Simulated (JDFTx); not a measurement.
Crystal: NaF (Villiaumite).

```xyz
2
Lattice="0.0000 2.3200 2.3200 2.3200 0.0000 2.3200 2.3200 2.3200 0.0000" Properties=species:S:1:pos:R:3 pbc="T T T"
Na    0.0000    0.0000    0.0000
F     2.3200    2.3200    2.3200
```

| Item | Value |
| --- | --- |
| Program | JDFTx 1.7.0 (patched build) |
| Task | single point |
| Functional | PBE |
| Potentials or basis | PseudoDojo-SR-PBE-0.5-standard |
| Cutoff | 1197 eV |
| Density cutoff | 9578 eV |
| k mesh | 10 × 10 × 10 |
| Occupations | fermi-dirac, width 0.05 eV |
| Spin | no spin polarisation |

On this cell: pressure 1.9 GPa; largest force zero by symmetry; band gap on the k mesh 6.32 eV, direct.

The same run follows on a disturbed copy (atoms moved at random, drawn with an rms of 0.05 Å):

```
Na F
1.0
     0.00000    2.32000    2.32000
     2.32000    0.00000    2.32000
     2.32000    2.32000    0.00000
Na F
1 1
Direct
  0.99536 0.00740 0.00911
  0.49935 0.50326 0.48739
```

What changes?

The energy moves by +3.1 meV/atom; pressure 2.0 GPa; largest force 0.171 eV/Å; band gap on the k mesh 6.32 eV, direct.

Forces on the atoms (eV/Å):
```
Na  -0.142 -0.095  0.000
F    0.142  0.096  0.001
```

Stress tensor (GPa, compression positive):
```
 2.24 -0.07  0.00
-0.07  2.02  0.00
 0.00  0.00  1.83
```

A k mesh can miss the band edges.
